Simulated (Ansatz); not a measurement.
Runs of Ansatz 0.2.0 on MnO2. It takes space group P4_2/mnm (No. 136, tetragonal). Conventional cell: a = 4.400 Å, b = 4.400 Å, c = 2.867 Å, α = 90.00°, β = 90.00°, γ = 90.00°. Mn (site symmetry mmm) is surrounded by 6 O at 1.88 to 1.90 Å. O (site symmetry m2m) has 3 Mn at 1.88 to 1.90 Å as nearest neighbours. The cell is a database's computed one.

```csv
task,level,spin,U,cell,k mesh,hubbard projectors,double counting,gap on the mesh (eV),pressure (GPa),moment (μB),relaxed volume (Å³/atom),largest force (eV/Å)
relaxation of cell and atoms,PBEsol+U,"collinear, ferromagnetic start",Mn d U = 5 eV,relaxed,6 × 6 × 9,ortho-atomic (the default),fll (the default),none,0.0,6.04,9.53,-
single point,PBEsol,"collinear, random start",-,as given,6 × 6 × 9,-,-,none,-6.3,0.00,-,0.06
single point,PBEsol,"collinear, ferrimagnetic start",-,as given,6 × 6 × 9,-,-,none,-6.3,0.00,-,0.06
single point,PBEsol,"collinear, antiferromagnetic start",-,as given,6 × 6 × 9,-,-,none,-6.3,0.00,-,0.06
relaxation of cell and atoms,PBEsol+U,"collinear, ferromagnetic start",Mn d U = 8 eV,relaxed,6 × 6 × 9,ortho-atomic (the default),fll (the default),none,0.0,6.00,(b),-
relaxation of cell and atoms,PBEsol+U,"collinear, ferromagnetic start",Mn d U = 6 eV,relaxed,6 × 6 × 9,ortho-atomic (the default),fll (the default),none,0.0,6.01,(a),-
single point,PBEsol,off,-,as given,6 × 6 × 9,-,-,none,(c),-,-,0.17
single point,PBEsol,"non-collinear, random start",-,as given,5 × 5 × 7,-,-,none,-6.3,0.00,-,0.06
```

Alike in all rows: potentials or basis Ansatz PAW; cutoff (eV) 420; smearing fermi-dirac 0.05 eV.

**Question.** Fill in the values left out.

**Answer.** (a) 9.80; (b) 10.54; (c) -15.3.

Caveats: the PAW data sets come from PBE, with cores solved anew for the run's functional, which leaves a small shift of forces and pressure; semilocal functionals often make such compounds metallic where correlation or magnetic order opens a gap, which also shifts bond lengths (some runs); the magnetic or orbital state may not be the lowest (some runs); the plane-wave basis is chosen anew once the cell has moved, so the energies of steps on either side of that aren't comparable (some runs); the starting moments weren't kept (some runs).

A gap of «none» marks a metal or a gap under the smearing width.
